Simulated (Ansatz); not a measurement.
This is a relaxation of cell and atoms with Ansatz 0.2.0 on AlN (started from an entry of an open crystallographic database); the level of theory is HSE06. The starting cell comes from a relaxation with r2SCAN.

Input (YAML):
```yaml
crystal:
  lattice:
    - [3.1066945029, 0.0, 0.0]
    - [-1.5533472514, 2.6904763613, 0.0]
    - [0.0, 0.0, 4.9785885515]
  atoms:
    - { symbol: Al, position: [0.3333333333, 0.6666666667, -0.000795604] }
    - { symbol: Al, position: [0.6666666667, 0.3333333333, 0.499204396] }
    - { symbol: "N", position: [0.3333333333, 0.6666666667, 0.380795604] }
    - { symbol: "N", position: [0.6666666667, 0.3333333333, 0.880795604] }
kpoints:
  mp_grid: { grid: [6, 6, 4] }
hamiltonian:
  xc: hse06
scf:
  occupations: { method: fermi_dirac, width: 0.02 }
relax:
  f_tol: 0.005
  cell: {}
output:
  write_density: true
  write_potential: true
  elf: true
  volumetric_format: npy
```

Command: `ansatz run input.yaml --threads 2 --pin off --max-ram 2211MiB --backend cpu --events-out ev --progress --plain --runs-dir out`.

Question: What wall time did it need on 2 threads of AMD EPYC 9R45 96-Core Processor (Zen 5) (shared host), and what peak of host memory did it reach?

Answer: About 21 s, with a peak of 0.93 GiB.

Question: Predict the output.

Answer: Abridged output:
```
Pseudopotential: Al, paw, valence charge 3, recommended cutoff 420 eV (normal)
Pseudopotential: N, paw, valence charge 5, recommended cutoff 420 eV (normal)
Functional definition: HSE06
Crystal: 4 atoms, lattice volume = 41.613 Å³
Basis set: ecut = 420 eV, 809 PW (Γ)
Bands: 12, of which v1, the nominal top of the filled ones, is band 8 counted from 1 (7 counted from 0)
Symmetry: 12 space group operations
Space group: P63mc (ITA 186)
k-points: 21 of 144 (time reversal used)
Exchange kernel: α = 0.2500, screened, ω = 0.2079 Å⁻¹, Wigner–Seitz truncation, v(0) = 1043.2921 eV·Å³, q-mesh 6×6×4
preconditioner: auto → none  [insulator: Δε(μ)=5.549 eV  σ=0.020 eV  ℏωp=23.0 eV]
relax step 1: F+E_penalty+E_count = -1849.42380765 eV  max|allowed force component| = 1.032e-2 eV/Å  Δτ_max = 0.0000 Å  P = -0.644 GPa  Ω = 41.613 Å³
relax step 2: F+E_penalty+E_count = -1849.42422464 eV  max|allowed force component| = 7.435e-3 eV/Å  Δτ_max = 0.0007 Å  P = -0.308 GPa  Ω = 41.546 Å³
relax step 3: F+E_penalty+E_count = -1849.42443756 eV  max|allowed force component| = 1.887e-3 eV/Å  Δτ_max = 0.0004 Å  P = +0.009 GPa  Ω = 41.484 Å³
relax step 4: F+E_penalty+E_count = -1849.42403650 eV  max|allowed force component| = 1.958e-3 eV/Å  Δτ_max = 0.0000 Å  P = -0.006 GPa  Ω = 41.484 Å³  (SCF on a basis re-selected at this cell)
Free energy (F): -1849.424037 eV
Fermi energy:    9.125659 eV
--- Forces (eV/Å), atoms counted from 1 ---
  atom   1  Al      0.00000      0.00000    -0.00197
  atom   2  Al      0.00000      0.00000    -0.00197
  atom   3  N       0.00000      0.00000      0.00194
  atom   4  N       0.00000      0.00000      0.00194
--- Stress (GPa, compression-positive) ---
       -0.006271       0.000000       0.000000
        0.000000      -0.006271       0.000000
        0.000000       0.000000      -0.005846
  P = ⅓ Tr σ = -0.0061 GPa (-0.061 kbar)
--- Relaxed structure (3 steps of the walk, 3 accepted, 1 SCFs on fresh bases) ---
  F+E_penalty+E_count = -1849.42403650 eV   max|allowed force component| = 1.958e-3 eV/Å
  cell:  # Å, volume = 41.4839 Å³
    - [3.105007, 0.000000, 0.000000]
    - [-1.552504, 2.689015, 0.000000]
    - [0.000000, 0.000000, 4.968480]
  atoms:
    - { symbol: Al, position: [0.333333, 0.666667, -0.001006] }
    - { symbol: Al, position: [0.666667, 0.333333, 0.498994] }
    - { symbol: N, position: [0.333333, 0.666667, 0.381006] }
    - { symbol: N, position: [0.666667, 0.333333, 0.881006] }
```
The trailing digits, and the zero of the energies, depend on the potentials and thresholds.

Planar averages along the third cell vector, from rho_z.tsv and v_z.tsv (valence density with its augmentation; electrostatic potential energy of an electron, of which only differences have a meaning):
```
z (Å)  ρ (e/Å³)  v_es (eV)
 0.00     0.369       1.96
 0.28     0.203       3.41
 0.69     0.142       6.02
 0.97     0.184       8.77
 1.24     0.299       8.79
 1.66     0.628       1.10
 1.93     0.730      -2.99
 2.21     0.614      -1.56
 2.62     0.272       2.99
 2.90     0.161       3.84
 3.17     0.142       6.02
 3.59     0.230       9.31
 3.86     0.397       6.98
 4.14     0.628       1.10
 4.55     0.702      -2.88
 4.83     0.490       0.28
```

In 3 steps the volume changed by -0.3 %; between the first SCF and the last, each on a basis chosen for its cell, the energy fell by 0.1 meV an atom. At the end: space group P6_3mc (No. 186), hexagonal; conventional cell a = 3.105 Å, c = 4.968 Å, 10.37 Å³ an atom. Al has 4 N at 1.89–1.90 Å; N has 4 Al at 1.89–1.90 Å.

(Simulation; spin polarisation is off.)
